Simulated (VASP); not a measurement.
Runs of VASP 6.6.1 on BN. Symmetry: R3m, No. 160, trigonal system. Conventional cell: a = 2.502 Å, b = 2.502 Å, c = 10.119 Å, α = 90.00°, β = 90.00°, γ = 120.00°. Around N (site symmetry 3m) lie 3 B at 1.44 Å. Around B (site symmetry 3m) lie 3 N at 1.44 Å. The cell is a database's computed one.

| level | gap on the mesh (eV) | pressure (GPa) | largest force (eV/Å) |
| --- | --- | --- | --- |
| SCAN | (a) | (b) | 0.01 |
| r2SCAN | 4.84 | 0.1 | 0.01 |
| TPSS | 4.41 | 3.4 | 0.01 |
| rSCAN | 4.79 | -1.5 | 0.01 |

Alike in all rows: task band structure; potentials or basis VASP PAW PBE potentials, release 64 (N, B); no spin polarisation; cell as given; k mesh 12 × 12 × 12; cutoff (eV) 520; smearing fermi-dirac 0.05 eV.

Q: Fill in the values left out.

A: (a) 4.75; (b) -1.3.

Caveats: the PAW data sets were made with another functional, which shifts forces and pressure a little.

A k mesh can miss the band edges.

Runs at the PBE level aren't shown here.
